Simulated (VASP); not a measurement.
# Sc (Fm-3m) in VASP: further runs

One crystal, Sc, is run at these levels: PBEsol+D4+U, PBE; tasks: density of states, electric field gradients.

Everything below comes from runs of VASP 6.6.1. Logs are shortened: lines on timing, memory, paths and dates and some standing lists are left out, and cuts for length are marked.

### 1 The structure

The structure is cubic, space group Fm-3m (No. 225). The conventional cell has a = 4.196 Å, b = 4.196 Å, c = 4.196 Å, α = 90.00°, β = 90.00°, γ = 90.00°. Sc (site symmetry m-3m) has 12 Sc at 2.97 Å as nearest neighbours.

This isn't the form of Sc at room conditions, which is hcp.

### 2 Density of states, PBEsol+D4+U

File POSCAR:

```
Sc
1.0
    0.0000000000      2.0979981528      2.0979981528
    2.0979981528      0.0000000000      2.0979981528
    2.0979981528      2.0979981528      0.0000000000
Sc
1
Direct
    0.0000000000      0.0000000000      0.0000000000
```

File INCAR.step1:

```
  PREC = Accurate
  ENCUT = 520
  EDIFF = 1E-7
  ISMEAR = -1
  SIGMA = 0.15
  LREAL = F
  LASPH = T
  NELM = 150
  ALGO = Normal
  ISIF = 2
  LWAVE = F
  LCHARG = T
  LMAXMIX = 4
  LDAU = T
  LDAUTYPE = 2
  LDAUL = 2
  LDAUU = 5.3
  LDAUJ = 0
  LDAUPRINT = 1
  GGA = PS
  IVDW = 13
  NBANDS = 12
```

File KPOINTS.step1:

```
regular mesh
0
Gamma
  10 10 10
```

File INCAR.step2:

```
  PREC = Accurate
  ENCUT = 520
  EDIFF = 1E-7
  ISMEAR = -5
  SIGMA = 0.15
  LREAL = F
  LASPH = T
  NELM = 150
  ALGO = Normal
  ISIF = 2
  LWAVE = F
  LCHARG = F
  LMAXMIX = 4
  LDAU = T
  LDAUTYPE = 2
  LDAUL = 2
  LDAUU = 5.3
  LDAUJ = 0
  LDAUPRINT = 1
  GGA = PS
  IVDW = 13
  LORBIT = 10
  NBANDS = 12
  NEDOS = 2001
  ICHARG = 11
```

File KPOINTS.step2:

```
regular mesh
0
Gamma
  15 15 15
```

Potentials or basis: VASP PAW PBE potentials, release 64 (Sc_sv).

Run with:

```bash
cat potpaw_PBE.64/Sc_sv/POTCAR > POTCAR
cp INCAR.step1 INCAR
cp KPOINTS.step1 KPOINTS
mpirun -np 1 vasp_std > vasp.out
cp INCAR.step2 INCAR
cp KPOINTS.step2 KPOINTS
mpirun -np 1 vasp_std > vasp.out
```

OUTCAR:

```text
PREC = Accurate
   ENCUT = 520
   EDIFF = 1E-7
   ISMEAR = -5
   LREAL = F
   LASPH = T
   NELM = 150
   ISIF = 2
   GGA = PS
   IVDW = 13
   LORBIT = 10
   ICHARG = 11

 ion  position               nearest neighbor table
   1  0.000  0.000  0.000-

  LATTYP: Found a face centered cubic cell.
 ALAT       =     4.1959963056

  Lattice vectors:

 A1 = (   0.0000000000,   2.0979981528,   2.0979981528)
 A2 = (   2.0979981528,   0.0000000000,   2.0979981528)
 A3 = (   2.0979981528,   2.0979981528,   0.0000000000)

Analysis of symmetry for initial positions (statically):
=====================================================================
 Subroutine PRICEL returns:
 Original cell was already a primitive cell.

 Routine SETGRP: Setting up the symmetry group for a
 face centered cubic supercell.

 Subroutine GETGRP returns: Found 48 space group operations
 (whereof 48 operations were pure point group operations)
 out of a pool of 48 trial point group operations.

The static configuration has the point symmetry O_h .

Analysis of symmetry for dynamics (positions and initial velocities):
=====================================================================
 Subroutine PRICEL returns:
 Original cell was already a primitive cell.

 Routine SETGRP: Setting up the symmetry group for a
 face centered cubic supercell.

 Subroutine GETGRP returns: Found 48 space group operations
 (whereof 48 operations were pure point group operations)
 out of a pool of 48 trial point group operations.

The dynamic configuration has the point symmetry O_h .

 Subroutine INISYM returns: Found 48 space group operations
 (whereof 48 operations are pure point group operations),
 and found     1 'primitive' translations

----------------------------------------------------------------------------------------

                                     Primitive cell

  volume of cell :      18.4691

  direct lattice vectors                    reciprocal lattice vectors
     0.000000000  2.097998153  2.097998153    -0.238322421  0.238322421  0.238322421
     2.097998153  0.000000000  2.097998153     0.238322421 -0.238322421  0.238322421
     2.097998153  2.097998153  0.000000000     0.238322421  0.238322421 -0.238322421

  length of vectors
     2.967017442  2.967017442  2.967017442     0.412786543  0.412786543  0.412786543

  position of ions in fractional coordinates (direct lattice)
     0.000000000  0.000000000  0.000000000

  ion indices of the primitive-cell ions
   primitive index   ion index
                 1           1

----------------------------------------------------------------------------------------

 KPOINTS: regular mesh

Automatic generation of k-mesh.
 Grid dimensions read from file:
 generate k-points for:   15   15   15

 Generating k-lattice:

  Cartesian coordinates                     Fractional coordinates (reciprocal lattice)
    -0.015888161  0.015888161  0.015888161     0.066666667  0.000000000  0.000000000
     0.015888161 -0.015888161  0.015888161     0.000000000  0.066666667  0.000000000
     0.015888161  0.015888161 -0.015888161     0.000000000  0.000000000  0.066666667

  Length of vectors
     0.027519103  0.027519103  0.027519103

  Shift w.r.t. Gamma in fractional coordinates (k-lattice)
     0.000000000  0.000000000  0.000000000

 TETIRR: Found    484 inequivalent tetrahedra from    20250

 Subroutine IBZKPT returns following result:
 ===========================================

 Found    120 irreducible k-points:

[... 44 lines left out ...]
   NELM   =    150;   NELMIN=  2; NELMDL=  0     # of ELM steps
   EDIFF  = 0.1E-06   stopping-criterion for ELM
   LREAL  =      F    real-space projection
   EDIFFG = 0.1E-05   stopping-criterion for IOM
   NSW    =      0    number of steps for IOM
   IBRION =     -1    ionic relax: 0-MD 1-quasi-New 2-CG
   NFREE  =      0    steps in history (QN), initial steepest desc. (CG)
   ISIF   =      2    stress and relaxation
   ISYM   =      2    0-nonsym 1-usesym 2-fastsym
   POTIM  = 0.5000    time-step for ionic-motion
   TEBEG  =    0.0;   TEEND  =   0.0 temperature during run
   PSTRESS=    0.0 pullay stress
   NELECT =      11.0000    total number of electrons
   NUPDOWN=      -1.0000    fix difference up-down
   EMIN   =  10.00;   EMAX   =-10.00  energy-range for DOS
   EFERMI =   0.00;   METHOD = LEGACY
   ISMEAR =    -5;   SIGMA  =   0.15  broadening in eV -4-tet -1-fermi 0-gaus
   EFERMI_NEDOS =   21; number of points for ismear=-14 and -15
   IALGO  =     38    algorithm
   IMIX   =      4    mixing-type and parameters
     AMIX     =   0.40;   BMIX     =  1.00
     AMIX_MAG =   1.60;   BMIX_MAG =  1.00
  volume/ion in A,a.u.               =      18.47       124.64
  Fermi-wavevector in a.u.,A,eV,Ry     =   1.377391  2.602892 25.813060  1.897206
  Thomas-Fermi vector in A             =   2.502549
   LORBIT       =     10    0 simple, 1 ext, 2 COOP (PROOUT), +10 PAW based schemes
 LDA+U is selected, type is set to LDAUTYPE =  2
   angular momentum for each species LDAUL =     2
   U (eV)           for each species LDAUU =   5.3
   J (eV)           for each species LDAUJ =   0.0
   GGA     = PS    functional components
   LHFCALC =     F    Hartree Fock is set to
   AEXX    =    0.0000 exact exchange contribution
   IVDW    =    13    specifies the selected vdW correction
   LEPSILON=     F    determine dielectric tensor
   LRPA    =     F    only Hartree local field effects (RPA)
 non-spin polarized calculation
 Fermi weights with tetrahedron method with Bloechl corrections
  energy-cutoff  :      520.00
  volume of cell :       18.47
 maximum number of plane-waves:       531
 NGX is ok and might be reduce to    24

atom =   1  type =  1  l = 2

 onsite density matrix

spin component  1

  0.1020  0.0000  0.0000 -0.0000  0.0000
  0.0000  0.1020 -0.0000 -0.0000 -0.0000
  0.0000 -0.0000  0.0889 -0.0000  0.0000
 -0.0000 -0.0000 -0.0000  0.1020  0.0000
  0.0000 -0.0000  0.0000  0.0000  0.0889

spin component  2

  0.1020  0.0000  0.0000 -0.0000  0.0000
  0.0000  0.1020 -0.0000 -0.0000 -0.0000
  0.0000 -0.0000  0.0889 -0.0000  0.0000
 -0.0000 -0.0000 -0.0000  0.1020  0.0000
  0.0000 -0.0000  0.0000  0.0000  0.0889

 occupancies and eigenvectors

  o =  0.0889  v =  0.0000  0.0000  1.0000 -0.0000  0.0000  0.0000  0.0000  0.0000  0.0000  0.0000      0.0000  0.0000  0.0000  0.0000  0.0000  0.0000  0.0000  0.0000  0.0000  0.0000
  o =  0.0889  v =  0.0000  0.0000  0.0000  0.0000  0.0000  0.0000  0.0000  1.0000 -0.0000  0.0000      0.0000  0.0000  0.0000  0.0000  0.0000  0.0000  0.0000  0.0000  0.0000  0.0000
  o =  0.0889  v =  0.0000  0.0000  0.0000  0.0000 -1.0000  0.0000  0.0000  0.0000  0.0000  0.0000      0.0000  0.0000  0.0000  0.0000  0.0000  0.0000  0.0000  0.0000  0.0000  0.0000
  o =  0.0889  v =  0.0000  0.0000  0.0000  0.0000  0.0000  0.0000  0.0000  0.0000  0.0000 -1.0000      0.0000  0.0000  0.0000  0.0000  0.0000  0.0000  0.0000  0.0000  0.0000  0.0000
  o =  0.1020  v =  1.0000  0.0000  0.0000  0.0000  0.0000  0.0000  0.0000  0.0000  0.0000  0.0000      0.0000  0.0000  0.0000  0.0000  0.0000  0.0000  0.0000  0.0000  0.0000  0.0000
  o =  0.1020  v =  0.0000  0.0000  0.0000  0.0000  0.0000  1.0000  0.0000  0.0000  0.0000  0.0000      0.0000  0.0000  0.0000  0.0000  0.0000  0.0000  0.0000  0.0000  0.0000  0.0000
  o =  0.1020  v =  0.0000  0.0000  0.0000  0.0000  0.0000  0.0000 -0.3296  0.0000  0.9441 -0.0000      0.0000  0.0000  0.0000  0.0000  0.0000  0.0000  0.0000  0.0000  0.0000  0.0000
  o =  0.1020  v =  0.0000 -0.3296  0.0000  0.9441 -0.0000  0.0000  0.0000  0.0000  0.0000  0.0000      0.0000  0.0000  0.0000  0.0000  0.0000  0.0000  0.0000  0.0000  0.0000  0.0000
  o =  0.1020  v =  0.0000 -0.9441  0.0000 -0.3296 -0.0000  0.0000  0.0000  0.0000  0.0000  0.0000      0.0000  0.0000  0.0000  0.0000  0.0000  0.0000  0.0000  0.0000  0.0000  0.0000
  o =  0.1020  v =  0.0000  0.0000  0.0000  0.0000  0.0000  0.0000 -0.9441  0.0000 -0.3296 -0.0000      0.0000  0.0000  0.0000  0.0000  0.0000  0.0000  0.0000  0.0000  0.0000  0.0000

 number of electron      11.0000000 magnetization

 Free energy of the ion-electron system (eV)
  ---------------------------------------------------
  ext. energy  EPLUGINS =         0.00000000
  ---------------------------------------------------
  free energy    TOTEN  =        -3.62376285 eV

  energy without entropy =       -3.62376285  energy(sigma->0) =       -3.62376285

 E-fermi :   6.4274     XC(G=0): -11.3128

 val. band max:        6.4331920922   @ k =  -0.2667   0.3333   0.1333
 cond. band min:       6.4691967704   @ k =   0.4667   0.3333   0.1333
 fundamental gap:      0.0360046782
 Fermi energy:         6.4273508184

 k-point     1 :       0.0000    0.0000    0.0000
  band No.  band energies     occupation
      1     -43.5823      2.00000
      2     -21.7604      2.00000
      3     -21.7604      2.00000
      4     -21.7604      2.00000
      5      -0.1127      2.00000
      6       8.9339      0.00000
      7       8.9339      0.00000
      8       8.9339      0.00000
      9      11.0890      0.00000
     10      11.0890      0.00000
     11      19.6916      0.00000
     12      24.3460      0.00000
[... 331 lines left out ...]
 k-point    24 :       0.2000    0.1333    0.0000
  band No.  band energies     occupation
      1     -43.5145      2.00000
      2     -22.0467      2.00000
      3     -21.8460      2.00000
      4     -21.8383      2.00000
      5       1.1451      2.00000
      6       7.8137      0.00000
      7       9.3809      0.00000
      8       9.4735      0.00000
      9      10.0693      0.00000
     10      11.3832      0.00000
     11      21.4555      0.00000
     12      21.6096      0.00000

 [... further k-points ...]

------------------------ aborting loop because EDIFF is reached ----------------------------------------

  DFT-D4 for vdW energy calculation

  Edisp (eV):   -0.20626

  FORCE on cell =-STRESS in cart. coord.  units (eV):
  Direction    XX          YY          ZZ          XY          YZ          ZX
  --------------------------------------------------------------------------------------
  -------------------------------------------------------------------------------------
  Total       4.62470     4.62470     4.62470    -0.00000     0.00000    -0.00000
  in kB     401.18884   401.18884   401.18884    -0.00000     0.00000    -0.00000
  external pressure =      401.19 kB  Pullay stress =        0.00 kB

 VOLUME and BASIS-vectors are now :
 -----------------------------------------------------------------------------
  energy-cutoff  :      520.00
  volume of cell :       18.47
      direct lattice vectors                 reciprocal lattice vectors
     0.000000000  2.097998153  2.097998153    -0.238322421  0.238322421  0.238322421
     2.097998153  0.000000000  2.097998153     0.238322421 -0.238322421  0.238322421
     2.097998153  2.097998153  0.000000000     0.238322421  0.238322421 -0.238322421

 POSITION                                       TOTAL-FORCE (eV/Angst)
 -----------------------------------------------------------------------------------
      0.00000      0.00000      0.00000         0.000000      0.000000      0.000000
 -----------------------------------------------------------------------------------
    total drift:                                0.000000     -0.000000      0.000000

  FREE ENERGIE OF THE ION-ELECTRON SYSTEM (eV)
  ---------------------------------------------------
  free  energy   TOTEN  =        -3.8300258246 eV

  energy  without entropy=       -3.8300258246  energy(sigma->0) =       -3.83002582

 total charge

# of ion       s       p       d       tot
------------------------------------------
    1        2.384   6.219   0.956   9.559
```

Run time: 32 s. Hardware: 1 thread of Intel Xeon Platinum 8175M at 2.50GHz (Skylake/Cascade Lake), shared host; peak memory 0.15 GiB.

What came out:

* Valence electrons inside the program's atomic spheres: Sc 9.56
* Dispersion energy per atom: -0.206 eV

States per cell in windows of 0.5 eV (zero at the Fermi level; states under -8 eV left out):
```
from (eV)  total  Sc1_d  Sc1_p  Sc1_s
     -8.0   0.00   0.00   0.00   0.00
     -7.5   0.00   0.00   0.00   0.00
     -7.0   0.00   0.00   0.00   0.00
     -6.5   0.02   0.00   0.00   0.01
     -6.0   0.04   0.00   0.00   0.02
     -5.5   0.05   0.00   0.00   0.02
     -5.0   0.08   0.00   0.01   0.03
     -4.5   0.09   0.00   0.01   0.03
     -4.0   0.11   0.01   0.01   0.03
     -3.5   0.15   0.01   0.02   0.04
     -3.0   0.19   0.03   0.02   0.05
     -2.5   0.31   0.08   0.03   0.06
     -2.0   0.41   0.13   0.04   0.05
     -1.5   0.39   0.14   0.04   0.03
     -1.0   0.30   0.14   0.03   0.01
     -0.5   0.86   0.42   0.10   0.01
      0.0   0.57   0.28   0.07   0.00
      0.5   0.65   0.36   0.07   0.00
      1.0   0.67   0.37   0.07   0.01
      1.5   0.57   0.34   0.05   0.01
      2.0   0.35   0.26   0.01   0.00
      2.5   0.62   0.50   0.00   0.00
      3.0   0.59   0.47   0.01   0.00
      3.5   0.68   0.53   0.02   0.01
      4.0   0.53   0.43   0.01   0.00
      4.5   0.57   0.48   0.01   0.00
      5.0   0.63   0.55   0.01   0.00
      5.5   1.05   0.95   0.02   0.00
      6.0   0.56   0.51   0.01   0.00
      6.5   0.35   0.29   0.02   0.01
      7.0   0.33   0.23   0.04   0.02
      7.5   0.20   0.12   0.03   0.02
```

Eigenvalues of the final occupation matrices:
```tsv
site	spin	trace	eigenvalues
site 1 d	1	0.48	0.09 0.09 0.10 0.10 0.10
site 1 d	2	0.48	0.09 0.09 0.10 0.10 0.10
```

Caveat: the PAW data sets were made with another functional, which shifts forces and pressure a little; U without spin polarisation on a metal has little footing; pairwise dispersion overbinds metals, which lowers pressure and volume; the U is typed as a test and isn't derived for this compound; tetrahedron occupations give inexact forces and stress in metals.

### 3 Electric field gradients, PBE, collinear spin, typed start

This run uses another cell than the first one, of 23.09 Å³/atom, 1.250 times its volume.

File INCAR:

```
PREC = Accurate
ENCUT = 520
EDIFF = 1E-8
ISMEAR = -1
SIGMA = 0.05
LREAL = False
LASPH = True
NELM = 150
ALGO = Normal
ISIF = 2
LWAVE = False
LCHARG = False
ISPIN = 2
MAGMOM = -0.17
LORBIT = 11
LMAXMIX = 4
GGA = PE
LEFG = True
NBANDS = 16
```

File KPOINTS:

```
Automatic mesh
0
Gamma
  10 10 10
```

File POSCAR:

```
Sc
1.0
    0.0000000000      2.2600000000      2.2600000000
    2.2600000000      0.0000000000      2.2600000000
    2.2600000000      2.2600000000      0.0000000000
Sc
1
Direct
    0.0000000000      0.0000000000      0.0000000000
```

Potentials or basis: VASP PAW PBE potentials, release 64 (Sc_sv).

Run with:

```bash
cat potpaw_PBE.64/Sc_sv/POTCAR > POTCAR
mpirun -np 1 vasp_std > vasp.out
```

OUTCAR:

```text
PREC = Accurate
   ENCUT = 520
   EDIFF = 1E-8
   ISMEAR = -1
   LREAL = False
   LASPH = True
   NELM = 150
   ISIF = 2
   ISPIN = 2
   LORBIT = 11
   GGA = PE

 ion  position               nearest neighbor table
   1  0.000  0.000  0.000-

  LATTYP: Found a face centered cubic cell.
 ALAT       =     4.5200000000

  Lattice vectors:

 A1 = (   0.0000000000,   2.2600000000,   2.2600000000)
 A2 = (   2.2600000000,   0.0000000000,   2.2600000000)
 A3 = (   2.2600000000,   2.2600000000,   0.0000000000)

Analysis of symmetry for initial positions (statically):
=====================================================================
 Subroutine PRICEL returns:
 Original cell was already a primitive cell.

 Routine SETGRP: Setting up the symmetry group for a
 face centered cubic supercell.

[... 1119 lines left out ...]
      direct lattice vectors                 reciprocal lattice vectors
     0.000000000  2.260000000  2.260000000    -0.221238938  0.221238938  0.221238938
     2.260000000  0.000000000  2.260000000     0.221238938 -0.221238938  0.221238938
     2.260000000  2.260000000  0.000000000     0.221238938  0.221238938 -0.221238938

 POSITION                                       TOTAL-FORCE (eV/Angst)
 -----------------------------------------------------------------------------------
      0.00000      0.00000      0.00000         0.000000      0.000000      0.000000
 -----------------------------------------------------------------------------------
    total drift:                                0.000000      0.000000     -0.000000

  FREE ENERGIE OF THE ION-ELECTRON SYSTEM (eV)
  ---------------------------------------------------
  free  energy   TOTEN  =        -6.1888854774 eV

  energy  without entropy=       -6.1728045530  energy(sigma->0) =       -6.18084502

 Electric field gradients (V/A^2)
---------------------------------------------------------------------
 ion       V_xx      V_yy      V_zz      V_xy      V_xz      V_yz
---------------------------------------------------------------------
   1      -0.000    -0.000     0.000     0.000     0.000     0.000
---------------------------------------------------------------------

 Electric field gradients after diagonalization (V/A^2)
 (convention: |V_zz| > |V_xx| > |V_yy|)
----------------------------------------------------------------------
 ion       V_xx      V_yy      V_zz     asymmetry (V_yy - V_xx)/ V_zz
----------------------------------------------------------------------
   1      -0.000    -0.000     0.000       0.000
----------------------------------------------------------------------

           NMR quadrupolar parameters

 Cq : quadrupolar parameter    Cq=e*Q*V_zz/h
 eta: asymmetry parameters     (V_yy - V_xx)/ V_zz
 Q  : nuclear electric quadrupole moment in mb (millibarn)
----------------------------------------------------------------------
 ion       Cq(MHz)       eta       Q (mb)
----------------------------------------------------------------------
   1       0.000       0.000       1.000
----------------------------------------------------------------------

 total charge

# of ion       s       p       d       tot
------------------------------------------
    1        2.289   6.105   1.064   9.457

 magnetization (x)

# of ion       s       p       d       tot
------------------------------------------
    1       -0.000  -0.000  -0.000  -0.000
```

stdout:

```text
POSCAR found type information on POSCAR Sc
 POSCAR found :  1 types and       1 ions
 scaLAPACK will be used
 LDA part: xc-table for (Slater+PW92), standard interpolation
 POSCAR, INCAR and KPOINTS ok, starting setup
 FFT: planning ... GRIDC
 FFT: planning ... GRID_SOFT
 FFT: planning ... GRID
 WAVECAR not read
 entering main loop
ion   1
```

It took 31 s on 1 thread of Intel Xeon Platinum 8488C (Sapphire Rapids), shared host; peak memory 0.16 GiB.

Results:

* Free energy: -6.1889 eV
* Pressure: 3.8 GPa
* Band gap on the k mesh: none (metal or under the smearing width)
* Net moment: 0.00 μB per cell
* Valence electrons inside the program's atomic spheres: Sc 9.46

Electric field gradients, principal values (V/Å²):
| atom | Vxx | Vyy | Vzz |
| --- | --- | --- | --- |
| 1 Sc | 0.000 | 0.000 | 0.000 |
